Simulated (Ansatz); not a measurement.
Planning a run of Ansatz 0.2.0 on CdTe (end member in the same supercell) (F-43m). The input:

```yaml
crystal:
  lattice:
    - [0.0, 6.4209989064, -6.4209989064]
    - [6.4209989064, 6.4209989064, 0.0]
    - [6.4209989064, 0.0, -6.4209989064]
  atoms:
    - { symbol: Cd, position: [0.0, 0.0, 0.0] }
    - { symbol: Cd, position: [0.0, 0.5, 0.0] }
    - { symbol: Cd, position: [0.5, 0.5, 0.0] }
    - { symbol: Cd, position: [0.5, 0.0, 0.0] }
    - { symbol: Cd, position: [0.0, 0.5, 0.5] }
    - { symbol: Cd, position: [0.0, 0.0, 0.5] }
    - { symbol: Cd, position: [0.5, 0.0, 0.5] }
    - { symbol: Cd, position: [0.5, 0.5, 0.5] }
    - { symbol: Te, position: [0.875, 0.375, 0.875] }
    - { symbol: Te, position: [0.875, 0.875, 0.875] }
    - { symbol: Te, position: [0.375, 0.875, 0.875] }
    - { symbol: Te, position: [0.375, 0.375, 0.875] }
    - { symbol: Te, position: [0.875, 0.875, 0.375] }
    - { symbol: Te, position: [0.875, 0.375, 0.375] }
    - { symbol: Te, position: [0.375, 0.375, 0.375] }
    - { symbol: Te, position: [0.375, 0.875, 0.375] }
kpoints:
  mp_grid: { grid: [2, 2, 2] }
hamiltonian:
  xc: lda
  pseudopotentials: { kind: paw, azcp: { folder: soft_1 }, xc_functional: pbe }
scf:
  occupations: { method: fixed }
gw:
  n_empty_bands: 281
  ecut_chi: 38
  qp_bands: [v4, c4]
  qp_kpoints: band_edges
  screening: { model: contour_deformation }
```

```sh
ansatz run input.yaml --threads 4 --pin off --max-ram 17510MiB --backend cpu --events-out ev --progress --plain --runs-dir out
```

**Question.** Estimate wall time and host memory on 4 threads of Arm Neoverse V1, shared host.

It took 97 s; on shared hardware allow 48 s to 3.2 min. Peak host memory was 2.9 GiB. The sizes that set the cost: 10417 plane waves a state, 3 irreducible k points, 425 bands summed, 283 plane waves in the screening and 8 SCF cycles.

The screening grows as filled bands × empty bands × pairs of k points, times the square of the screening basis for the matrix.

[Paths, hosts, dates, memory and timing lines, banners, echoed tables and standing remarks are left out of the program output.]

[Logs are printed without paths, hosts, clocks, repeated set-up lines and the standing remarks that a program may print on its own settings, such as how far it seeks lower states.]

[Runs of the session that timed out or met a known fault of the program may be left out.]

[Cells called generated may have been cut or substituted from an entry of the Crystallography Open Database or the Materials Project.]

[Hosts, paths, dates, database ids (printed as entryN), source tags and the programs' standing remarks are cut or masked in the printed files.]
